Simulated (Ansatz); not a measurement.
# Computed properties of N

```
N
1.0
     0.00000    1.56048    1.56048
     1.56048    0.00000    1.56048
     1.56048    1.56048    0.00000
N
1
Direct
  0.00000 0.00000 0.00000
```

The conventional cell has a = 3.121 Å, b = 3.121 Å, c = 3.121 Å, α = 90.00°, β = 90.00°, γ = 90.00°. N (atom 1) is surrounded by 12 N at 2.21 Å.

The cell was built from the fcc type and relaxed in the same program, and has space group Fm-3m; it needn't be a known or the stable phase.

These are results of Ansatz 0.2.0, DFT, PBE, all-electron LAPW, scalar-relativistic, not measurements.

The runs use a Γ-centred 20×20×20 k mesh, Fermi–Dirac smearing of 0.05 eV, basis error target 0.5 meV/atom, no spin polarisation.

```
Band gap                                          : none: with an odd electron count and no spin polarisation the bands can't all be full, a metal in this set-up (spin order or a larger cell could open a gap)
Density of states at the Fermi level (0.2 eV bin) : 0.71 states/eV per cell
Volume per atom                                   : 7.60 Å³
Pressure at this cell                             : 0.05 GPa
```
